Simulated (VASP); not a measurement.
Runs of VASP 6.6.1 on Ga. Symmetry: Pm-3m, No. 221, cubic system. Conventional cell: a = 2.716 Å, b = 2.716 Å, c = 2.716 Å, α = 90.00°, β = 90.00°, γ = 90.00°. Ga (site symmetry m-3m) has 6 Ga at 2.72 Å as nearest neighbours. The cell was built by a generator and needn't be a form met in nature.

```csv
task,level,potentials or basis,spin,cell,k mesh,cutoff (eV),smearing,other keys,gap on the mesh (eV),pressure (GPa),relaxed volume (Å³/atom)
relaxation of cell and atoms,PBE,"VASP PAW PBE potentials, release 64 (Ga_d)",off,relaxed,10 × 10 × 10,600,methfessel-paxton 0.1 eV,-,none,0.0,20.23
optical spectrum,TPSS,"VASP PAW PBE potentials, release 64 (Ga_h)",off,as given,10 × 10 × 10,900,methfessel-paxton 0.1 eV,-,none,-2.3,-
relaxation of cell and atoms,RPBE,"VASP PAW PBE potentials, release 64 (Ga_d)",off,relaxed,10 × 10 × 10,600,methfessel-paxton 0.1 eV,-,none,0.0,21.15
single point,PBE,"VASP PAW PBE potentials, release 64 (Ga_d)",off,as given,10 × 10 × 10,520,fermi-dirac 0.05 eV,-,none,(a),-
```

Task: Estimate the missing entries.

Result: (a) 0.3.

Caveats: the PAW data sets were made with another functional, which shifts forces and pressure a little (some runs); spectra need much finer meshes, so this one isn't converged (some runs); independent-particle spectra lack excitons (some runs); the intraband (Drude) part of a metal's response may be missing (some runs).

A k mesh can miss the band edges, and the runs leave out spin-orbit coupling on Ga.

A gap of «none» marks a metal or a gap under the smearing width.
